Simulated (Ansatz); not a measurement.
# C (bcc type): how the settings move a single-point run

Question: which choices in the input matter for C (bcc type)?

Program: Ansatz 0.2.0. Level of theory: reference: DFT, PBE, norm-conserving pseudopotentials, Ansatz's default files, scalar-relativistic. These are calculated values, not measurements.

## (1) The starting structure

The structure is cubic, space group Im-3m (No. 229). The conventional cell has a = 2.249 Å, b = 2.249 Å, c = 2.249 Å, α = 90.00°, β = 90.00°, γ = 90.00°. C (site symmetry m-3m) is surrounded by 8 C at 1.95 Å.

Coordinates:

```cif
data_structure
_symmetry_space_group_name_H-M 'Im-3m'
_symmetry_Int_Tables_number 229
_cell_length_a 2.2489
_cell_length_b 2.2489
_cell_length_c 2.2489
_cell_angle_alpha 90.000
_cell_angle_beta 90.000
_cell_angle_gamma 90.000
_cell_volume 11.37
loop_
_atom_site_label
_atom_site_type_symbol
_atom_site_symmetry_multiplicity
_atom_site_Wyckoff_symbol
_atom_site_fract_x
_atom_site_fract_y
_atom_site_fract_z
_atom_site_occupancy
C1 C 2 a 0.00000 0.00000 0.00000 1
```

## (2) Baseline

Contents of input.yaml:

```yaml
crystal:
  lattice:
    - [-1.1244585367, 1.1244585367, 1.1244585367]
    - [1.1244585367, -1.1244585367, 1.1244585367]
    - [1.1244585367, 1.1244585367, -1.1244585367]
  atoms:
    - { symbol: C, position: [0.0, 0.0, 0.0] }
kpoints:
  mp_grid: { grid: [25, 25, 25] }
scf:
  occupations: { method: fermi_dirac, width: 0.1 }
hamiltonian:
  xc: pbe
  pseudopotentials: { kind: nc }
output:
  forces: true
  stress: true
  eigenvalues: true
```

Launch:

```
$ ansatz run input.yaml --threads 1 --pin off --max-ram 2048MiB --backend cpu --events-out ev --progress --plain --runs-dir out
```

## (3) Changed: occupations.method tetrahedron_uncorrected, width left out

Changes to input.yaml since step 2:

```diff
@@ -10,3 +10,3 @@
 scf:
-  occupations: { method: fermi_dirac, width: 0.1 }
+  occupations: { method: tetrahedron_uncorrected }
 hamiltonian:
```

What does the calculation give? Wanted: for each run, ending; energy change; pressure; gap; force.

The runs gave:

| run | ending | energy change | pressure (GPa) | gap (eV) | force (eV/Å) | cycles | time |
| --- | --- | --- | --- | --- | --- | --- | --- |
| reference | converged | 0 | 41.9 | 0.00 | 0.00 | 5 | 3.3 s |
| 1: occupations.method tetrahedron_uncorrected, width left out | converged | +56.9 meV/atom (σ→0) | 43.4 | 0.00 | 0.00 | 5 | 3.2 s |

Residual by cycle in the longest SCF loop of each run; runs are numbered as in the table. The quantity is the density residual dr2, in eV.

| cycle | reference | run 1 |
| --- | --- | --- |
| 1 | 0.00831 | 0.00851 |
| 2 | 0.00219 | 0.00223 |
| 3 | 1.1e-6 | 1.1e-6 |
| 4 | 5.8e-8 | 4.1e-8 |
| 5 | 1.6e-9 | 5.1e-10 |

Changing the smearing moves the energy by +56.9 meV/atom (σ→0 values), and the pressure goes from 41.9 to 43.4 GPa. The structure is not at rest: the sound run finds 42 GPa, so these are no properties of the relaxed crystal. 
